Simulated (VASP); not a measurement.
Input of a VASP 6.6.1 run:

File INCAR:

```
SYSTEM = Cu3Au
  ALGO = Normal
  EDIFF = 1E-6
  ENCUT = 520
  GGA = AM
  ISIF = 2
  ISMEAR = -1
  LASPH = .TRUE.
  LCHARG = .FALSE.
  LMAXMIX = 4
  LREAL = .FALSE.
  LWAVE = .FALSE.
  NELM = 80
  PREC = Accurate
  SIGMA = 0.05
```

The input KPOINTS:

```
k-points
0
G
  7 7 7
  0 0 0
```

Contents of POSCAR:

```
Cu3Au
1.0
    3.7400000000      0.0000000000      0.0000000000
    0.0000000000      3.7400000000      0.0000000000
    0.0000000000      0.0000000000      3.7400000000
Au Cu
1 3
Direct
    0.0000000000      0.0000000000      0.0000000000
    0.5000000000      0.5000000000      0.0000000000
    0.5000000000      0.0000000000      0.5000000000
    0.0000000000      0.5000000000      0.5000000000
```

Contents of KPOINTS_OPT:

```
path GXMGRX,MR
20
line-mode
reciprocal
 0.0000000000  0.0000000000  0.0000000000  G
 0.0000000000  0.5000000000  0.0000000000  X

 0.0000000000  0.5000000000  0.0000000000  X
 0.5000000000  0.5000000000  0.0000000000  M

 0.5000000000  0.5000000000  0.0000000000  M
 0.0000000000  0.0000000000  0.0000000000  G

 0.0000000000  0.0000000000  0.0000000000  G
 0.5000000000  0.5000000000  0.5000000000  R

 0.5000000000  0.5000000000  0.5000000000  R
 0.0000000000  0.5000000000  0.0000000000  X

 0.5000000000  0.5000000000  0.0000000000  M
 0.5000000000  0.5000000000  0.5000000000  R
```

Potentials or basis: VASP PAW PBE potentials, release 64 (Au, Cu).

The run is started by

```console
$ cat potpaw_PBE.64/Au/POTCAR potpaw_PBE.64/Cu/POTCAR > POTCAR
$ mpirun -np 1 vasp_std > vasp.out
```

Question: Predict the band gap along the path.

Answer: None (metal or under the smearing width).

Question: Predict the pressure.

Answer: -3.6 GPa.

Levels at the corners of the path, in eV from the Fermi level:
```
point  band 18  band 19  band 20  band 21  band 22  band 23  band 24  band 25  band 26
    Γ    -1.47    -1.32    -1.32    -1.32     1.29     1.29     1.29     6.07     7.67
    X    -2.17    -1.92    -1.86    -1.46    -1.32     5.86     5.86     6.65     6.71
    X    -2.17    -1.92    -1.86    -1.46    -1.32     5.86     5.86     6.65     6.65
    M    -2.25    -2.17    -2.09    -0.45    -0.45    -0.35     0.41     8.64     9.58
    M    -2.25    -2.17    -2.09    -0.45    -0.45    -0.35     0.41     8.64     9.58
    Γ    -1.47    -1.32    -1.32    -1.32     1.29     1.29     1.29     6.07     7.67
    Γ    -1.47    -1.32    -1.32    -1.32     1.29     1.29     1.29     6.07     7.67
    R    -1.53    -1.53    -1.53    -1.06    -1.05    -1.05    -1.05     2.54     4.26
    R    -1.53    -1.53    -1.53    -1.06    -1.05    -1.05    -1.05     2.54     4.26
    X    -2.17    -1.92    -1.86    -1.46    -1.32     5.86     5.86     6.65     6.69
    M    -2.25    -2.17    -2.09    -0.45    -0.45    -0.35     0.41     8.64     9.58
    R    -1.53    -1.53    -1.53    -1.06    -1.05    -1.05    -1.05     2.54     4.26
```

Caveat: the PAW data sets were made with another functional, which shifts forces and pressure a little; spin-orbit coupling is left out, which moves the levels of the heavy elements.
